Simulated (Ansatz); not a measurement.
**LuH2, one cell by several methods**

```yaml
crystal:
  lattice:
    - [0.00000, 2.49133, 2.51650]
    - [2.49133, 0.00000, 2.51650]
    - [2.49133, 2.49133, 0.00000]
  atoms:
    - { symbol: Lu, position: [0.00000, 0.00000, 0.00000] }
    - { symbol: H, position: [0.25000, 0.25000, 0.25000] }
    - { symbol: H, position: [0.75000, 0.75000, 0.75000] }
```

Atom numbers follow the list: Lu1, H2, H3.

The geometry is COD entry 9009021, unchecked; take it as a test cell. The listed cell was then made from it by scaling, straining or moving an atom.

Spin–orbit coupling is left out, though it moves levels of the heavy atoms by tenths of an eV or more.

All numbers are computed: DFT, LDA, PAW with Ansatz's default frozen-core files, scalar-relativistic (Ansatz 0.2.0); DFT, LDA, all-electron LAPW, scalar-relativistic (Ansatz 0.2.0).

For PAW: a Γ-centred 8×8×8 k mesh, Fermi–Dirac smearing of 0.02 eV, cutoff 420 eV, no spin polarisation; the PAW files were made with PBE, and the program remakes their frozen cores for this functional. LAPW targets a basis error of 1 meV/atom. The Ansatz runs share mesh, smearing and spin set-up. Plane-wave (PAW) pressures include the program's estimate of the Pulay term.

Stress and pressure are positive in compression.

The change that made this cell: equal xx and yy strain of -1 %.

PAW results:

```tsv
quantity	PAW
pressure (GPa)	-5.10
stress xx (GPa)	-5.18
stress zz (GPa)	-4.93
```

**Question.** What does all-electron LAPW give for the same quantities?

**Answer.** 
```csv
quantity,LAPW
pressure (GPa),-5.12
stress xx (GPa),-5.20
stress zz (GPa),-4.95
```
